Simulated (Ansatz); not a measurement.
# Si: symmetry broken, then relaxed and further scans, part 2 of 2

The task, for Si: break the symmetry and see whether a relaxation comes back.

Ansatz 0.2.0; DFT PBE, scalar-relativistic, plane waves, PAW.

## 8. Relaxing from there

Contents of input.yaml:

```yaml
crystal:
  lattice:
    - [0.0, 2.7348811941, 2.7348811941]
    - [2.7348811941, 0.0, 2.7348811941]
    - [2.7348811941, 2.7348811941, 0.0]
  atoms:
    - { symbol: Si, position: [0.5212810182, 0.5111286326, 0.5146680699] }
    - { symbol: Si, position: [0.7287189818, 0.7388713674, 0.7353319301] }
basis:
  ecutwfc: 420
kpoints:
  mp_grid: { grid: [8, 8, 8] }
hamiltonian:
  xc: pbe
scf:
  occupations: { method: gaussian, width: 0.05 }
output:
  forces: true
  stress: true
  eigenvalues: true
relax:
  adjacent_minimum: "off"
  f_tol: 0.01
  max_steps: 80
  cell: { stress_tol: 0.1 }
```

Command:

```console
$ ansatz run input.yaml --threads 2 --pin off --max-ram 5120MiB --backend cpu --events-out ev --progress --plain --runs-dir out
```

Log:

```text
Warning: RAYON_NUM_THREADS=2 ignored (pool sized by the plan → 2); use --threads N
Engine: ansatz 0.2.0, x86_64-unknown-linux-gnu
Pseudopotentials: kind: paw
Pseudopotential: Si, paw, valence charge 4, recommended cutoff 420 eV (normal), Si.paw.azcp
Functional definition: PBE
  parameter kappa = 0.804
  parameter beta = 0.06672455060314922
  exchange = pbe_x(kappa = kappa, mu = beta*pi^2/3)
  correlation = pbe_c(beta = beta)
Crystal: 2 atoms, lattice volume = 40.911 Å³
Basis set: ecut = 420 eV, 821 PW (Γ), exchange–correlation on 54×54×54 points (8 copies of the dense FFT grid, shifted against one another)
Bands: 8, of which v1, the nominal top of the filled ones, is band 4 counted from 1 (3 counted from 0)
Symmetry: 2 space group operations
Space group: P-1 (ITA 2), of the structure as read, at distance tolerance 3.4e-5 Å
k-points: 260 of 512
Non-local potential: Si, projectors of the file, l = 0: 2, l = 1: 2, l = 2: 2
PAW form: soft (Blöchl's): semilocal exchange-correlation on the pseudo side does not see the compensation charge
PAW one-centre angular grid: Si, 110 points (default); XC on 64 Gauss nodes
Initial density: superposition of atomic densities (neutral atoms: chi_scale 0, normalization atom), corrected by the library's trained network
Initial wavefunctions: pseudopotential atomic-orbital guess
Functional: x = pbe(κ = 0.804, μ = 0.2195149727645171), c = pbe(β = 0.06672455060314922)
SCF iter   1: F=—  HF=-1270.862273 eV  |F-HF|=—  |Δ(HF+E_count)|=         —  Δρ=1.39e-3  dr2=6.58e-4  ethr=1.77e-3  ⟨swp⟩=6.1  Hψ=19057  notcnv=0
preconditioner: auto → none  [metal: Δε(μ)=0.015 eV  Ē_g=9.328 eV  σ=0.050 eV  W_gap=0.16  n_scr=8 (ndim 8)  ℏωp=16.4 eV  f_vac=0.000  D(μ)=0.79/eV (n_scr^D=0)  sad-step TF]
SCF iter   2: F=—  HF=-1270.862690 eV  |F-HF|=—  |Δ(HF+E_count)|=   4.17e-4  Δρ=8.08e-4  dr2=2.02e-4  ethr=8.22e-6  ⟨swp⟩=2.0  Hψ=4750  notcnv=0
SCF iter   3: F=—  HF=-1270.862838 eV  |F-HF|=—  |Δ(HF+E_count)|=   1.47e-4  Δρ=1.88e-4  dr2=2.05e-5  ethr=2.53e-6  ⟨swp⟩=2.4  Hψ=3161  notcnv=0
SCF iter   4: F=—  HF=-1270.862827 eV  |F-HF|=—  |Δ(HF+E_count)|=   1.09e-5  Δρ=6.24e-5  dr2=1.47e-6  ethr=2.56e-7  ⟨swp⟩=2.0  Hψ=3026  notcnv=0
iter 5 did not close the SCF: its close was put off for the readings that it lacked (scf_convergence_deferred on its scf_iter line)
SCF iter   5: F=-1270.862827 eV  HF=-1270.862827 eV  |F-HF|=1.37e-9  |Δ(HF+E_count)|=   5.86e-8  Δρ=6.44e-6  dr2=2.20e-8  ethr=1.84e-8  ⟨swp⟩=2.7  Hψ=3240  notcnv=0
SCF iter   6: F=-1270.862827 eV  HF=-1270.862827 eV  |F-HF|=1.07e-9  |Δ(HF+E_count)|=   5.08e-9  Δρ=2.66e-6  dr2=2.88e-9  ethr=2.75e-10  ⟨swp⟩=2.6  Hψ=7784  notcnv=0
SCF 1 converged in 6 iterations: F = -1270.862827 eV  dr2 = 2.88e-9
relax step   1: F+E_penalty+E_count = -1270.86282651 eV  Δ(F+E_penalty+E_count) = +0.000e0 eV  max|allowed force component| = 3.336e0 eV/Å  Δτ_max = 0.0000 Å  P = +4.298 GPa  Ω = 40.911 Å³  (6 SCF iters, dr2 threshold 1.00e-7 eV, accepted)
Crystal: 2 atoms, lattice volume = 40.894 Å³
Basis set: ecut = 420 eV, 815 PW (Γ), exchange–correlation on 54×54×54 points (8 copies of the dense FFT grid, shifted against one another)
Initial density: handed on by an earlier stage of this run
Initial wavefunctions: those handed on with the density
iter 1 solved again at ethr=3.17e-4 eV; its pass at ethr=3.10e-3 eV (dr2=2.54e-2 eV) is discarded
SCF iter   1: F=—  HF=-1271.529734 eV  |F-HF|=—  |Δ(HF+E_count)|=         —  Δρ=1.01e-2  dr2=2.59e-2  ethr=3.17e-4  ⟨swp⟩=1.0  Hψ=22179  notcnv=0
preconditioner: auto → none  [insulator: Δε(μ)=0.319 eV  Ē_g=9.366 eV  σ=0.050 eV  W_gap=1.00  n_scr=6 (ndim 8)  ℏωp=16.4 eV  f_vac=0.000  D(μ)=0.00/eV (n_scr^D=0)  ε∞_Penn≈4.1]
SCF iter   2: F=—  HF=-1271.528490 eV  |F-HF|=—  |Δ(HF+E_count)|=   1.24e-3  Δρ=4.84e-3  dr2=5.64e-3  ethr=3.17e-4  ⟨swp⟩=1.0  Hψ=2080  notcnv=0
SCF iter   3: F=—  HF=-1271.528625 eV  |F-HF|=—  |Δ(HF+E_count)|=   1.35e-4  Δρ=2.10e-4  dr2=7.66e-6  ethr=7.05e-5  ⟨swp⟩=1.0  Hψ=2080  notcnv=0
SCF iter   4: F=—  HF=-1271.528635 eV  |F-HF|=—  |Δ(HF+E_count)|=   1.05e-5  Δρ=5.63e-5  dr2=7.71e-7  ethr=2.50e-9  ⟨swp⟩=7.7  Hψ=13948  notcnv=0
SCF iter   5: F=-1271.528635 eV  HF=-1271.528635 eV  |F-HF|=1.26e-9  |Δ(HF+E_count)|=   6.88e-8  Δρ=8.94e-6  dr2=2.32e-8  ethr=2.50e-9  ⟨swp⟩=5.6  Hψ=10644  notcnv=0
SCF 2 converged in 5 iterations: F = -1271.528635 eV  dr2 = 2.32e-8
relax step   2: F+E_penalty+E_count = -1271.52863538 eV  Δ(F+E_penalty+E_count) = -6.658e-1 eV  max|allowed force component| = 4.660e-1 eV/Å  Δτ_max = 0.1569 Å  P = +0.585 GPa  Ω = 40.894 Å³  energy of the carried Pulay correction = +2.237e-6 eV  (5 SCF iters, dr2 threshold 2.00e-7 eV, accepted)
Crystal: 2 atoms, lattice volume = 40.898 Å³
Basis set: ecut = 420 eV, 829 PW (Γ), exchange–correlation on 54×54×54 points (8 copies of the dense FFT grid, shifted against one another)
iter 1 solved again at ethr=1.38e-4 eV; its pass at ethr=3.10e-3 eV (dr2=1.10e-2 eV) is discarded
SCF iter   1: F=—  HF=-1271.612944 eV  |F-HF|=—  |Δ(HF+E_count)|=         —  Δρ=4.39e-3  dr2=1.13e-2  ethr=1.38e-4  ⟨swp⟩=1.0  Hψ=21398  notcnv=0
preconditioner: auto → none  [insulator: Δε(μ)=0.549 eV  Ē_g=9.377 eV  σ=0.050 eV  W_gap=1.00  n_scr=8 (ndim 8)  ℏωp=16.4 eV  f_vac=0.000  D(μ)=0.00/eV (n_scr^D=0)  ε∞_Penn≈4.1]
SCF iter   2: F=—  HF=-1271.608446 eV  |F-HF|=—  |Δ(HF+E_count)|=   4.50e-3  Δρ=1.30e-3  dr2=6.60e-4  ethr=1.38e-4  ⟨swp⟩=2.9  Hψ=3611  notcnv=0
SCF iter   3: F=—  HF=-1271.608300 eV  |F-HF|=—  |Δ(HF+E_count)|=   1.46e-4  Δρ=2.83e-4  dr2=1.47e-5  ethr=8.25e-6  ⟨swp⟩=2.6  Hψ=3131  notcnv=0
SCF iter   4: F=—  HF=-1271.608309 eV  |F-HF|=—  |Δ(HF+E_count)|=   8.97e-6  Δρ=1.77e-5  dr2=8.12e-8  ethr=2.50e-9  ⟨swp⟩=4.9  Hψ=13689  notcnv=0
SCF iter   5: F=-1271.608309 eV  HF=-1271.608309 eV  |F-HF|=7.37e-11  |Δ(HF+E_count)|=   7.61e-8  Δρ=1.06e-6  dr2=5.82e-10  ethr=1.01e-9  ⟨swp⟩=2.3  Hψ=7346  notcnv=0
SCF 3 converged in 5 iterations: F = -1271.608309 eV  dr2 = 5.82e-10
relax step   3: F+E_penalty+E_count = -1271.60830889 eV  Δ(F+E_penalty+E_count) = -7.967e-2 eV  max|allowed force component| = 1.674e-1 eV/Å  Δτ_max = 0.0098 Å  P = +0.124 GPa  Ω = 40.898 Å³  energy of the carried Pulay correction = +1.806e-6 eV  (5 SCF iters, dr2 threshold 2.00e-7 eV, accepted)
Crystal: 2 atoms, lattice volume = 40.926 Å³
iter 1 solved again at ethr=1.56e-5 eV; its pass at ethr=3.10e-3 eV (dr2=1.25e-3 eV) is discarded
SCF iter   1: F=—  HF=-1271.617201 eV  |F-HF|=—  |Δ(HF+E_count)|=         —  Δρ=1.78e-3  dr2=1.74e-3  ethr=1.56e-5  ⟨swp⟩=2.1  Hψ=19945  notcnv=0
eigensolver tolerance schedule calibrated: the retry pair's looser diagonalisation under-reported the residual by θ = 0.28 (0.12/decade); ethr = c·dr2/N_el runs at the constant in force after the calibration composes with the one it found (an armed cap, an earlier calibration), c = 6.7e-2
preconditioner: auto → none  [insulator: Δε(μ)=0.614 eV  Ē_g=9.377 eV  σ=0.050 eV  W_gap=1.00  n_scr=8 (ndim 8)  ℏωp=16.4 eV  f_vac=0.000  D(μ)=0.00/eV (n_scr^D=0)  ε∞_Penn≈4.1]
SCF iter   2: F=—  HF=-1271.616518 eV  |F-HF|=—  |Δ(HF+E_count)|=   6.83e-4  Δρ=5.46e-4  dr2=1.08e-4  ethr=1.46e-5  ⟨swp⟩=2.5  Hψ=3052  notcnv=0
SCF iter   3: F=—  HF=-1271.616490 eV  |F-HF|=—  |Δ(HF+E_count)|=   2.78e-5  Δρ=1.15e-4  dr2=2.78e-6  ethr=9.04e-7  ⟨swp⟩=2.3  Hψ=3038  notcnv=0
SCF iter   4: F=-1271.616492 eV  HF=-1271.616492 eV  |F-HF|=9.55e-9  |Δ(HF+E_count)|=   1.75e-6  Δρ=6.72e-6  dr2=1.19e-8  ethr=1.68e-9  ⟨swp⟩=7.0  Hψ=13160  notcnv=0
SCF 4 converged in 4 iterations: F = -1271.616492 eV  dr2 = 1.19e-8
relax step   4: F+E_penalty+E_count = -1271.61649155 eV  Δ(F+E_penalty+E_count) = -8.183e-3 eV  max|allowed force component| = 1.744e-3 eV/Å  Δτ_max = 0.0021 Å  P = -0.004 GPa  Ω = 40.926 Å³  energy of the carried Pulay correction = -1.807e-6 eV  (4 SCF iters, dr2 threshold 2.00e-7 eV, accepted)
Initial wavefunctions: pseudopotential atomic-orbital guess (no wavefunctions were taken with the density)
iter 1 solved again at ethr=9.90e-8 eV; its pass at ethr=3.10e-3 eV (dr2=7.92e-6 eV) is discarded
SCF iter   1: F=—  HF=-1271.616501 eV  |F-HF|=—  |Δ(HF+E_count)|=         —  Δρ=6.80e-6  dr2=1.21e-8  ethr=9.90e-8  ⟨swp⟩=3.0  Hψ=24711  notcnv=0
preconditioner: auto → none  [insulator: Δε(μ)=0.648 eV  Ē_g=9.377 eV  σ=0.050 eV  W_gap=1.00  n_scr=8 (ndim 8)  ℏωp=16.4 eV  f_vac=0.000  D(μ)=0.00/eV (n_scr^D=0)  ε∞_Penn≈4.1]
SCF iter   2: F=—  HF=-1271.616497 eV  |F-HF|=—  |Δ(HF+E_count)|=   4.61e-6  Δρ=3.40e-6  dr2=2.74e-9  ethr=1.51e-10  ⟨swp⟩=2.0  Hψ=3111  notcnv=0
SCF iter   3: F=-1271.616497 eV  HF=-1271.616497 eV  |F-HF|=4.75e-11  |Δ(HF+E_count)|=   3.69e-9  Δρ=4.22e-7  dr2=4.77e-11  ethr=1.00e-12  ⟨swp⟩=3.9  Hψ=10315  notcnv=0
SCF 5 converged in 3 iterations: F = -1271.616497 eV  dr2 = 4.77e-11
relax step   5: F+E_penalty+E_count = -1271.61649684 eV  Δ(F+E_penalty+E_count) = -5.298e-6 eV  max|allowed force component| = 1.745e-3 eV/Å  Δτ_max = 0.0000 Å  P = -0.003 GPa  Ω = 40.926 Å³  stress off target by 1.76e-2 GPa  SCF on the basis re-selected at this cell (its energy is not comparable with the rows above)  (3 SCF iters)
basis re-selected at this cell: Δ(F+E_penalty+E_count) = -5.298e-6 eV, ΔP = +0.001 GPa vs the last step (what re-selecting the basis moved, of the pressure what is left beyond the Pulay correction that the steps carried, after the strain that the cell walked since its last selection, with what the two solves' SCF thresholds leave and, on support functions, any second-order correction that the steps lacked; it is no measure of the basis error at this ecutwfc). This SCF's stress stands 1.76e-2 GPa from its target on what of the cell is left free (relax.cell.stress_tol is 1.00e-1 GPa) and its largest allowed force component is 1.75e-3 eV/Å (relax.f_tol is 1.00e-2 eV/Å): within both
SCF converged after 3 iterations
Free energy (F): -1271.616497 eV
Harris-Foulkes:  -1271.616497 eV  (|F-HF|=4.75e-11)
Internal energy: -1271.616497 eV  (E = F + TS)
E sigma→0 (E₀):  -1271.616497 eV
Fermi energy:    6.326604 eV
--- Per-component energies (eV) ---
  E_band       = 8.021553
  E_kinetic    = 80.151333
  E_local      = -56.171198  (includes V_loc(G=0)·N_el)
  E_nonlocal   = 51.741679
  E_hartree    = 15.189274
  E_xc         = -110.120361
  E_vxc        = -93.151771  (∫ρ·V_xc dr)
  E_paw        = -1025.533379  (= ΣΔE_a)
  E_vpaw       = -4.927028  (= ΣTr[D̂ρ^β])
  E_aug_tail   = 0.000013  (compensation charges beyond the density's cutoff)
  E_ewald      = -226.873858
  E_smearing   = -0.000000  (= −TS)
  E_closure    = 0.000000  (closes the sum)
  Σ components = -1271.616497   (vs F -1271.616497, Δ=0.00e0)
--- Forces (eV/Å), atoms counted from 1 ---
  atom   1  Si    -0.00174505    -0.00046547    -0.00091192
  atom   2  Si     0.00174505     0.00046547     0.00091192
  max |Σ_I F_I| component: 0.00e0 eV/Å
--- Stress (GPa, compression-positive) ---
       -0.007412       0.009248       0.009190
        0.009248       0.004503       0.010370
        0.009190       0.010370      -0.005348
  P = ⅓ Tr σ = -0.0028 GPa (-0.028 kbar)
--- Band table (eV; the first three rows and the last of 260) ---
  k-point 0: bands = ["-5.8092", "6.0029", "6.0035", "6.0042", "8.5538", "8.5542", "8.5562", "9.1182"]
  k-point 1: bands = ["-5.6089", "4.4109", "5.7207", "5.7209", "8.4384", "8.9693", "8.9713", "10.5218"]
  k-point 2: bands = ["-5.0250", "2.1160", "5.2577", "5.2581", "7.9547", "9.4877", "9.4895", "12.7412"]
  k-point 259: bands = ["-3.5319", "-0.8642", "4.8227", "4.8243", "7.4608", "9.3494", "9.3500", "13.6972"]
--- Relaxed structure (4 steps of the walk, 4 accepted, 1 SCFs on fresh bases) ---
  F+E_penalty+E_count = -1271.61649684 eV   max|allowed force component| = 1.745e-3 eV/Å   (the final SCF, on the basis selected at the relaxed cell)
  cell:  # Å, volume = 40.9255 Å³
    - [-0.00027093450311106113, 2.7348828969413375, 2.7351631110361097]
    - [2.735179751882631, -0.00022893308434781867, 2.7351211096173462]
    - [2.7352009070924455, 2.7348620507323886, -0.00025008829416239484]
  atoms:
    - { symbol: Si, position: [0.4999897105882258, 0.5000115060557465, 0.5000033007926773] }
    - { symbol: Si, position: [0.7500102894117742, 0.7499884939442536, 0.7499966992073228] }
```

Wall time 22 s (2 threads of Intel Xeon Platinum 8259CL at 2.50GHz (Skylake/Cascade Lake), shared host); peak memory 0.45 GiB.

Step by step:

```csv
step,E - E(step 1) (eV/cell),largest force component (eV/Å),pressure (GPa),volume (Å³)
1,0.0000,3.3359,4.30,40.91
2,-0.6658,0.4660,0.59,40.89
3,-0.7455,0.1674,0.12,40.90
4,-0.7537,0.0017,0.00,40.93
5,-0.7537,0.0017,0.00,40.93
```

Step 1 is the start. Step 5 repeats the geometry before it on a plane-wave basis chosen anew for that cell, so its energy need not be comparable with the rows above.

|  | before | after | change |
| --- | --- | --- | --- |
| a (Å) | 3.868 | 3.868 | 0.0 % |
| b (Å) | 3.868 | 3.868 | 0.0 % |
| c (Å) | 3.868 | 3.868 | 0.0 % |
| β (°) | 60.00 | 60.01 | 0.0 % |
| volume (Å³/atom) | 20.46 | 20.46 | 0.0 % |
| shortest distance (Å) | 2.072 | 2.369 | +14.3 % |
| space group (0.01 Å) | P-1 | Fd-3m | changed |

## 9. Changed: occupations.method fermi_dirac, occupations.width 0.001

Edit input.yaml of step 8 so:

```diff
@@ -15,7 +15,7 @@
 scf:
-  occupations: { method: gaussian, width: 0.05 }
+  occupations: { method: fermi_dirac, width: 0.001 }
 output:
   forces: true
+  eigenvalues: true
   stress: true
-  eigenvalues: true
 relax:
```

Command:

```console
$ ansatz run input.yaml --threads 2 --pin off --max-ram 5120MiB --backend cpu --events-out ev --progress --plain --runs-dir out
```

Log, shortened:

```text
Warning: RAYON_NUM_THREADS=2 ignored (pool sized by the plan → 2); use --threads N
[...]
[... 3 set-up lines as earlier in the session ...]
[...]
Crystal: 2 atoms, lattice volume = 40.911 Å³
Basis set: ecut = 420 eV, 821 PW (Γ), exchange–correlation on 54×54×54 points (8 copies of the dense FFT grid, shifted against one another)
Bands: 8, of which v1, the nominal top of the filled ones, is band 4 counted from 1 (3 counted from 0)
[... 2 set-up lines as earlier in the session ...]
k-points: 260 of 512
[...]
SCF iter   1: F=—  HF=-1270.861606 eV  |F-HF|=—  |Δ(HF+E_count)|=         —  Δρ=1.48e-3  dr2=7.97e-4  ethr=1.77e-3  ⟨swp⟩=6.2  Hψ=19430  notcnv=0
[...]
  atom   2  Si     0.00318161     0.00011741     0.00092495
[...]
--- Stress (GPa, compression-positive) ---
       -0.000925       0.010788       0.011293
        0.010788       0.013007       0.010014
        0.011293       0.010014       0.003585
  P = ⅓ Tr σ = 0.0052 GPa (0.052 kbar)
--- Band table (eV; the first three rows and the last of 260) ---
  k-point 0: bands = ["-5.8089", "6.0031", "6.0043", "6.0058", "8.5547", "8.5550", "8.5573", "9.1201"]
[...]
--- Relaxed structure (4 steps of the walk, 4 accepted, 1 SCFs on fresh bases) ---
  F+E_penalty+E_count = -1271.61649574 eV   max|allowed force component| = 3.182e-3 eV/Å   (the final SCF, on the basis selected at the relaxed cell)
  cell:  # Å, volume = 40.9218 Å³
    - [-0.0003544893408251625, 2.734864305290225, 2.7351321407273526]
    - [2.735084407805737, -0.0001785444345644144, 2.7349561958210917]
    - [2.7351339484292496, 2.734737901007477, -0.0002280850580770553]
  atoms:
    - { symbol: Si, position: [0.4999698462133733, 0.5000289947816825, 0.500013105291608] }
    - { symbol: Si, position: [0.7500301537866264, 0.7499710052183179, 0.7499868947083917] }
```

It took 19 s on 2 threads of Intel Xeon Platinum 8259CL at 2.50GHz (Skylake/Cascade Lake), shared host; peak memory 0.46 GiB.

| run | ending | energy change | pressure (GPa) | gap (eV) | force (eV/Å) | cycles | time |
| --- | --- | --- | --- | --- | --- | --- | --- |
| step 8 | converged | 0 | 0.0 | 0.65 | 0.00 | - | 22 s |
| variant | converged | 0.0 meV/atom (σ→0) | 0.0 | 0.65 | 0.00 | 23 | 19 s |

Changing the smearing hardly moves the energy: 0.0 meV/atom.

## 10. Results

This closing draws on all 2 parts. Changes of volume or cell count from the first structure of part 1.

| quantity | value |
| --- | --- |
| cost of the disturbance (symmetry broken, then relaxed, step 3) | 32.4 meV/atom |
| end of the relaxation, from the reference (symmetry broken, then relaxed, step 3) | -0.0 meV/atom |
| final space group (symmetry broken, then relaxed, step 3) | Fd-3m (tolerance 0.05 Å; reference Fd-3m) |
| volume change (symmetry broken, then relaxed, step 3) | +0.04 % |
| cost of the disturbance (test of stability by relaxation, step 6) | 376.8 meV/atom |
| end of the relaxation, from the reference (test of stability by relaxation, step 6) | -0.0 meV/atom |
| final space group (test of stability by relaxation, step 6) | Fd-3m (tolerance 0.05 Å; reference Fd-3m) |
| volume change (test of stability by relaxation, step 6) | +0.03 % |
| step 9, run with occupations.method fermi_dirac, occupations.width 0.001 (against step 8) | 0.0 meV/atom |

**Reading.** Symmetry broken, then relaxed, step 3: it comes back to the reference (within 1.5 meV/atom), so the structure resists this disturbance. Test of stability by relaxation, step 6: it comes back to the reference (within 1.5 meV/atom), so the structure resists this disturbance.
